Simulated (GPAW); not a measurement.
Crystal: TiSe.

```xyz
2
Lattice="3.4034 0.0000 0.0000 0.0000 3.4034 0.0000 0.0000 0.0000 3.4034" Properties=species:S:1:pos:R:3 pbc="T T T"
Ti    0.0000    0.0000    0.0000
Se    1.7017    1.7017    1.7017
```

The cell comes from a database or a generator and needn't be the stable form of this composition.

Base run:

```yaml
Program: GPAW 26.7.0
Functional: PBEsol
Potentials_or_basis: PAW data sets generated in the run's folder for this functional
Cutoff: 600 eV
Basis: pw
k_mesh: 6 × 6 × 6
Occupations: gaussian, width 0.05 eV
Spin: collinear spin, ferromagnetic start
Starting_moments: "[4.0, 0.0] μB"
Fixed_moment: 4 μB
Hubbard_terms: Ti d U = 8 eV
```

Its results: pressure 15.4 GPa; net moment 4.00 μB per cell; site moments Ti +2.23; Se +0.46 μB.

Q: The run is repeated on the same cell with these changes: fixed moment from 4 μB to none; moments at the start from [4.0, 0.0] to [1.0, 0.0]. What comes out?

A: Pressure 5.3 GPa; net moment 2.00 μB per cell; site moments Ti +1.66; Se -0.02 μB.

Caveats: the total moment is fixed, so each spin has its own Fermi level (some runs).
